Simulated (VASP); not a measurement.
# Si (Fd-3m) in VASP: density of states with PBE

Aim: the density of states of Si with PBE.

All numbers are computed with VASP 6.6.1; they aren't measurements. Logs are shortened: lines on timing, memory, paths and dates and some standing lists are left out, and cuts for length are marked.

## Step 1: The structure

Symmetry: Fd-3m, No. 227, cubic system. The conventional cell has a = 5.470 Å, b = 5.470 Å, c = 5.470 Å, α = 90.00°, β = 90.00°, γ = 90.00°. Si (site symmetry -43m) is surrounded by 4 Si at 2.37 Å.

The cell was built by a generator and needn't be a form met in nature.

## Step 2: Density of states, PBE

Input file POSCAR:

```
Si
1.0
    0.0000000000      2.7347848946      2.7347848946
    2.7347848946      0.0000000000      2.7347848946
    2.7347848946      2.7347848946      0.0000000000
Si
2
Direct
    0.0000000000      0.0000000000      0.0000000000
    0.2500000000      0.2500000000      0.2500000000
```

Input file INCAR.step1:

```
SYSTEM = Si
ALGO     = Normal         ! electronic algorithm
EDIFF    = 1E-7           ! SCF threshold, eV
ENCUT    = 520            ! plane-wave cutoff, eV
GGA      = PE             ! functional
ISIF     = 2              ! what is computed and relaxed
ISMEAR   = 0              ! smearing method
LASPH    = .True.         ! aspherical terms in the spheres
LCHARG   = .True.         ! write CHGCAR
LREAL    = .False.        ! projectors in reciprocal space
LWAVE    = .False.        ! write WAVECAR
NBANDS   = 11             ! bands
NELM     = 100            ! most SCF steps
PREC     = Accurate       ! precision mode
SIGMA    = 0.02           ! smearing width, eV
```

Input file KPOINTS.step1:

```
k-points
0
Gamma
  8 8 8
  0 0 0
```

Input file INCAR.step2:

```
SYSTEM = Si
ALGO     = Normal         ! electronic algorithm
EDIFF    = 1E-7           ! SCF threshold, eV
ENCUT    = 520            ! plane-wave cutoff, eV
GGA      = PE             ! functional
ICHARG   = 11             ! starting density
ISIF     = 2              ! what is computed and relaxed
ISMEAR   = -5             ! smearing method
LASPH    = .True.         ! aspherical terms in the spheres
LCHARG   = .False.        ! write CHGCAR
LORBIT   = 10             ! projections on sites
LREAL    = .False.        ! projectors in reciprocal space
LWAVE    = .False.        ! write WAVECAR
NEDOS    = 2001           ! points of the DOS
NELM     = 100            ! most SCF steps
PREC     = Accurate       ! precision mode
SIGMA    = 0.02           ! smearing width, eV
```

Input file KPOINTS.step2:

```
k-points
0
Gamma
  12 12 12
  0 0 0
```

Potentials or basis: VASP PAW PBE potentials, release 64 (Si).

Run with:

```
$ cat potpaw_PBE.64/Si/POTCAR > POTCAR
$ cp INCAR.step1 INCAR
$ cp KPOINTS.step1 KPOINTS
$ mpirun -np 1 vasp_std > vasp.out
$ cp INCAR.step2 INCAR
$ cp KPOINTS.step2 KPOINTS
$ mpirun -np 1 vasp_std > vasp.out
```

OUTCAR:

```text
SYSTEM = Si
   EDIFF = 1E-7
   ENCUT = 520
   GGA = PE
   ICHARG = 11
   ISIF = 2
   ISMEAR = -5
   LASPH = .True.
   LORBIT = 10
   LREAL = .False.
   NELM = 100
   PREC = Accurate

 ion  position               nearest neighbor table
   1  0.000  0.000  0.000-   2 2.37   2 2.37   2 2.37   2 2.37
   2  0.250  0.250  0.250-   1 2.37   1 2.37   1 2.37   1 2.37

  LATTYP: Found a face centered cubic cell.
 ALAT       =     5.4695697892

  Lattice vectors:

 A1 = (   0.0000000000,   2.7347848946,   2.7347848946)
 A2 = (   2.7347848946,   0.0000000000,   2.7347848946)
 A3 = (   2.7347848946,   2.7347848946,   0.0000000000)

Analysis of symmetry for initial positions (statically):
=====================================================================
 Subroutine PRICEL returns:
 Original cell was already a primitive cell.

 Routine SETGRP: Setting up the symmetry group for a
 face centered cubic supercell.

 Subroutine GETGRP returns: Found 48 space group operations
 (whereof 24 operations were pure point group operations)
 out of a pool of 48 trial point group operations.

The static configuration has the point symmetry T_d .
 The point group associated with its full space group is O_h .

Analysis of symmetry for dynamics (positions and initial velocities):
=====================================================================
 Subroutine PRICEL returns:
 Original cell was already a primitive cell.

 Routine SETGRP: Setting up the symmetry group for a
 face centered cubic supercell.

 Subroutine GETGRP returns: Found 48 space group operations
 (whereof 24 operations were pure point group operations)
 out of a pool of 48 trial point group operations.

The dynamic configuration has the point symmetry T_d .
 The point group associated with its full space group is O_h .

 Subroutine INISYM returns: Found 48 space group operations
 (whereof 24 operations are pure point group operations),
 and found     1 'primitive' translations

----------------------------------------------------------------------------------------

                                     Primitive cell

  volume of cell :      40.9072

  direct lattice vectors                    reciprocal lattice vectors
     0.000000000  2.734784895  2.734784895    -0.182829736  0.182829736  0.182829736
     2.734784895  0.000000000  2.734784895     0.182829736 -0.182829736  0.182829736
     2.734784895  2.734784895  0.000000000     0.182829736  0.182829736 -0.182829736

  length of vectors
     3.867569888  3.867569888  3.867569888     0.316670392  0.316670392  0.316670392

  position of ions in fractional coordinates (direct lattice)
     0.000000000  0.000000000  0.000000000
     0.250000000  0.250000000  0.250000000

  ion indices of the primitive-cell ions
   primitive index   ion index
                 1           1
                 2           2

----------------------------------------------------------------------------------------

 KPOINTS: k-points

Automatic generation of k-mesh.
 Grid dimensions read from file:
 generate k-points for:   12   12   12

 Generating k-lattice:

  Cartesian coordinates                     Fractional coordinates (reciprocal lattice)
    -0.015235811  0.015235811  0.015235811     0.083333333  0.000000000  0.000000000
     0.015235811 -0.015235811  0.015235811     0.000000000  0.083333333  0.000000000
     0.015235811  0.015235811 -0.015235811     0.000000000  0.000000000  0.083333333

  Length of vectors
     0.026389199  0.026389199  0.026389199

  Shift w.r.t. Gamma in fractional coordinates (k-lattice)
     0.000000000  0.000000000  0.000000000

 TETIRR: Found    247 inequivalent tetrahedra from    10368

 Subroutine IBZKPT returns following result:
 ===========================================

 Found     72 irreducible k-points:

 Following reciprocal coordinates:
            Coordinates               Weight
  0.000000  0.000000  0.000000      1.000000
  0.083333  0.000000  0.000000      8.000000
  0.166667  0.000000  0.000000      8.000000
  0.250000  0.000000  0.000000      8.000000
  0.333333  0.000000  0.000000      8.000000
  0.416667  0.000000  0.000000      8.000000
[... 16 lines left out ...]
  0.500000  0.166667  0.000000     24.000000
 -0.416667  0.166667  0.000000     24.000000
 [... further k-points ...]
   k-points           NKPTS =     72   k-points in BZ     NKDIM =     72   number of bands    NBANDS=      8
   number of dos      NEDOS =   2001   number of ions     NIONS =      2
   total plane-waves  NPLWV =  27000
   dimension x,y,z NGX =    30 NGY =   30 NGZ =   30
   dimension x,y,z NGXF=    60 NGYF=   60 NGZF=   60
   ions per type =               2
   NGX,Y,Z   is equivalent  to a cutoff of  12.90, 12.90, 12.90 a.u.
   NGXF,Y,Z  is equivalent  to a cutoff of  25.79, 25.79, 25.79 a.u.
 SYSTEM =  Si
   PREC   = accura    normal or accurate (medium, high low for compatibility)
   ISTART =      0    job   : 0-new  1-cont  2-samecut
   ICHARG =     11    charge: 1-file 2-atom 10-const
   ISPIN  =      1    spin polarized calculation?
   LNONCOLLINEAR =      F non collinear calculations
   LSORBIT =      F    spin-orbit coupling
   LASPH  =      T    aspherical Exc in radial PAW
   ENCUT  =  520.0 eV  38.22 Ry    6.18 a.u.   7.19  7.19  7.19*2*pi/ulx,y,z
   NELM   =    100;   NELMIN=  2; NELMDL=  0     # of ELM steps
   EDIFF  = 0.1E-06   stopping-criterion for ELM
   LREAL  =      F    real-space projection
   EDIFFG = 0.1E-05   stopping-criterion for IOM
   NSW    =      0    number of steps for IOM
   IBRION =     -1    ionic relax: 0-MD 1-quasi-New 2-CG
   NFREE  =      0    steps in history (QN), initial steepest desc. (CG)
   ISIF   =      2    stress and relaxation
   ISYM   =      2    0-nonsym 1-usesym 2-fastsym
   POTIM  = 0.5000    time-step for ionic-motion
   TEBEG  =    0.0;   TEEND  =   0.0 temperature during run
   PSTRESS=    0.0 pullay stress
   NELECT =       8.0000    total number of electrons
   NUPDOWN=      -1.0000    fix difference up-down
   EMIN   =  10.00;   EMAX   =-10.00  energy-range for DOS
   EFERMI =   0.00;   METHOD = LEGACY
   ISMEAR =    -5;   SIGMA  =   0.02  broadening in eV -4-tet -1-fermi 0-gaus
   EFERMI_NEDOS =   21; number of points for ismear=-14 and -15
   IALGO  =     38    algorithm
   IMIX   =      4    mixing-type and parameters
     AMIX     =   0.40;   BMIX     =  1.00
     AMIX_MAG =   1.60;   BMIX_MAG =  1.00
  volume/ion in A,a.u.               =      20.45       138.03
  Fermi-wavevector in a.u.,A,eV,Ry     =   0.950251  1.795714 12.285747  0.902977
  Thomas-Fermi vector in A             =   2.078610
   LORBIT       =     10    0 simple, 1 ext, 2 COOP (PROOUT), +10 PAW based schemes
   GGA     = PE    functional components
   LHFCALC =     F    Hartree Fock is set to
   AEXX    =    0.0000 exact exchange contribution
   IVDW    =     0    specifies the selected vdW correction
   LEPSILON=     F    determine dielectric tensor
   LRPA    =     F    only Hartree local field effects (RPA)
 non-spin polarized calculation
 Fermi weights with tetrahedron method with Bloechl corrections
  energy-cutoff  :      520.00
  volume of cell :       40.91
 maximum number of plane-waves:      1124
 NGX is ok and might be reduce to    30

 number of electron       8.0000001 magnetization

 Free energy of the ion-electron system (eV)
  ---------------------------------------------------
  ext. energy  EPLUGINS =         0.00000000
  ---------------------------------------------------
  free energy    TOTEN  =       -10.84978135 eV

  energy without entropy =      -10.84978135  energy(sigma->0) =      -10.84978135

 E-fermi :   5.6182     XC(G=0):  -9.3245

 val. band max:        5.6129699187   @ k =   0.0000   0.0000   0.0000
 cond. band min:       6.2234807983   @ k =   0.4167   0.4167   0.0000
 fundamental gap:      0.6105108796
 Fermi energy:         5.6181824231

 k-point     1 :       0.0000    0.0000    0.0000
  band No.  band energies     occupation
      1      -6.1988      2.00000
      2       5.6130      2.00000
      3       5.6130      2.00000
      4       5.6130      2.00000
      5       8.1691      0.00000
      6       8.1691      0.00000
      7       8.1691      0.00000
      8       8.7417      0.00000

 k-point     2 :       0.0833    0.0000    0.0000
  band No.  band energies     occupation
      1      -6.1095      2.00000
      2       4.7553      2.00000
      3       5.4728      2.00000
      4       5.4728      2.00000
      5       8.1758      0.00000
      6       8.3756      0.00000
      7       8.3756      0.00000
      8       9.4453      0.00000

 k-point     3 :       0.1667    0.0000    0.0000
  band No.  band energies     occupation
      1      -5.8443      2.00000
      2       3.2501      2.00000
      3       5.1724      2.00000
      4       5.1724      2.00000
      5       7.8970      0.00000
      6       8.8043      0.00000
      7       8.8043      0.00000
      8      10.8876      0.00000

 k-point     4 :       0.2500    0.0000    0.0000
  band No.  band energies     occupation
      1      -5.4143      2.00000
      2       1.7274      2.00000
      3       4.8681      2.00000
      4       4.8681      2.00000
      5       7.5706      0.00000
      6       9.1022      0.00000
      7       9.1022      0.00000
      8      12.3630      0.00000

 k-point     5 :       0.3333    0.0000    0.0000
  band No.  band energies     occupation
      1      -4.8493      2.00000
      2       0.3447      2.00000
      3       4.6308      2.00000
      4       4.6308      2.00000
      5       7.3038      0.00000
      6       9.1157      0.00000
      7       9.1157      0.00000
      8      13.3953      0.00000
[... 177 lines left out ...]
 k-point    22 :       0.4167    0.1667    0.0000
  band No.  band energies     occupation
      1      -4.3293      2.00000
      2       0.0021      2.00000
      3       3.2204      2.00000
      4       3.8214      2.00000
      5       7.6251      0.00000
      6       9.8033      0.00000
      7      10.4790      0.00000
      8      10.6357      0.00000

 k-point    23 :       0.5000    0.1667    0.0000
  band No.  band energies     occupation
      1      -3.7616      2.00000
      2      -0.9094      2.00000
      3       2.8824      2.00000
      4       3.8729      2.00000
      5       7.6522      0.00000
      6       9.6731      0.00000
      7      10.2166      0.00000
      8      11.9762      0.00000

 k-point    24 :      -0.4167    0.1667    0.0000
  band No.  band energies     occupation
      1      -3.6511      2.00000
      2      -1.0642      2.00000
      3       2.6742      2.00000
      4       4.0522      2.00000
      5       7.7874      0.00000
      6       9.6329      0.00000
      7       9.9946      0.00000
      8      13.5081      0.00000

 [... further k-points ...]
[... 5 lines left out ...]
  --------------------------------------------------------------------------------------
  -------------------------------------------------------------------------------------
  Total       -0.0193102     -0.0193102     -0.0193102      0.0000000      0.0000000     -0.0000000
  in kB       -0.7563059     -0.7563059     -0.7563059      0.0000000      0.0000000     -0.0000000
  external PRESSURE =      -0.7563059 kB  Pullay stress =       0.0000000 kB

 VOLUME and BASIS-vectors are now :
 -----------------------------------------------------------------------------
  energy-cutoff  :      520.00
  volume of cell :       40.91
      direct lattice vectors                 reciprocal lattice vectors
     0.000000000  2.734784895  2.734784895    -0.182829736  0.182829736  0.182829736
     2.734784895  0.000000000  2.734784895     0.182829736 -0.182829736  0.182829736
     2.734784895  2.734784895  0.000000000     0.182829736  0.182829736 -0.182829736

 POSITION                                       TOTAL-FORCE (eV/Angst)
 -----------------------------------------------------------------------------------
      0.00000      0.00000      0.00000        -0.000000     -0.000000     -0.000000
      1.36739      1.36739      1.36739         0.000000      0.000000      0.000000
 -----------------------------------------------------------------------------------
    total drift:                                0.000000     -0.000000     -0.000000

  FREE ENERGIE OF THE ION-ELECTRON SYSTEM (eV)
  ---------------------------------------------------
  free  energy   TOTEN  =       -10.8497813520 eV

  energy  without entropy=      -10.8497813520  energy(sigma->0) =      -10.84978135

 total charge

# of ion       s       p       d       tot
------------------------------------------
    1        0.751   0.927   0.000   1.678
    2        0.751   0.927   0.000   1.678
--------------------------------------------------
tot          1.502   1.855   0.000   3.357
```

It took 21 s on 1 thread of Intel Xeon 6975P-C (Granite Rapids), shared host; peak memory 0.14 GiB.

Results:

- Valence electrons inside the program's atomic spheres: Si 1.68

Levels at points of the mesh, in eV from the valence-band top:
```
           k point  band 1  band 2  band 3  band 4  band 5  band 6  band 7  band 8
(0.00, 0.00, 0.00)  -11.81    0.00    0.00    0.00    2.56    2.56    2.56    3.13
(0.50, 0.00, 0.00)   -9.53   -6.87   -1.18   -1.18    1.46    3.35    3.35    7.70
(0.50, 0.50, 0.00)   -7.74   -7.74   -2.79   -2.79    0.75    0.75    9.93    9.93
```

States per cell in windows of 1 eV (zero at the valence-band top; states under -8 eV left out):
```
from (eV)  total  Si1_p  Si2_p  Si1_s  Si2_s  Si1_d  Si2_d
     -8.0   0.22   0.01   0.01   0.04   0.04   0.00   0.00
     -7.0   0.91   0.06   0.06   0.14   0.14   0.00   0.00
     -6.0   0.42   0.04   0.04   0.06   0.06   0.00   0.00
     -5.0   0.41   0.05   0.05   0.03   0.03   0.00   0.00
     -4.0   1.08   0.17   0.17   0.03   0.03   0.00   0.00
     -3.0   1.46   0.26   0.26   0.02   0.02   0.00   0.00
     -2.0   1.21   0.24   0.24   0.01   0.01   0.00   0.00
     -1.0   0.33   0.07   0.07   0.00   0.00   0.00   0.00
      0.0   0.05   0.00   0.00   0.00   0.00   0.00   0.00
      1.0   0.67   0.04   0.04   0.04   0.04   0.00   0.00
      2.0   1.48   0.12   0.12   0.09   0.09   0.00   0.00
      3.0   1.67   0.17   0.17   0.05   0.05   0.00   0.00
      4.0   1.22   0.13   0.13   0.03   0.03   0.00   0.00
      5.0   1.16   0.13   0.13   0.04   0.04   0.00   0.00
      6.0   0.96   0.11   0.11   0.02   0.02   0.00   0.00
      7.0   0.60   0.08   0.08   0.01   0.01   0.00   0.00
```
